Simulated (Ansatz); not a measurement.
**CuO (Tenorite) under changes of volume**

One of the cells (10.163 Å³/atom); the others are scaled copies at fixed shape and fractional positions:

```
CELL_PARAMETERS angstrom
2.34465 -1.71340 0.00000
2.34465 1.71340 0.00000
-0.86055 0.00000 5.05944
ATOMIC_POSITIONS crystal
Cu 0.49680 0.00320 0.50000
Cu 0.00320 0.49680 0.00000
O 0.40560 0.57140 0.75370
O 0.57140 0.40560 0.25370
```

* Program: Ansatz 0.2.0
* Functional: PBEsol
* Potentials or basis: Ansatz PAW
* Cutoff: 420 eV (not typed: the program's choice for these potentials)
* k mesh: 10 × 10 × 5
* Occupations: fermi-dirac, width 0.05 eV
* Spin: no spin polarisation

```csv
volume (Å³/atom),energy over the lowest point (meV/atom),pressure (GPa),largest force (eV/Å)
9.553,?,?,?
9.756,3.70,5.1,0.842
9.959,0.00,0.9,0.776
10.163,1.19,-2.7,0.757
10.366,6.77,-6.0,0.749
10.569,16.25,-8.9,0.748
10.772,29.19,-11.5,0.751
```

**Question.** What does the run at 9.553 Å³/atom give?

**Answer.** Energy over the lowest point 12.96 meV/atom; pressure 9.7 GPa; largest force 0.913 eV/Å.

Worked out: A Birch-Murnaghan fit of order 3 (a polynomial in V^(-2/3)) to the other rows has its minimum at 10.01 Å³/atom with B0 = V·E''(V) = 185 GPa and B' = 4.6 at fixed shape and positions, which overstates the stiffness. It gives 12.90 meV/atom at 9.553 Å³/atom, against the run's 12.96, and -dE/dV = 9.6 GPa, against 9.7.

Energies are extrapolated to zero smearing.

Caveats: the run has no spin polarisation, though such a crystal can be magnetic; the PAW data sets come from PBE, with cores solved anew for the run's functional, which leaves a small shift of forces and pressure.
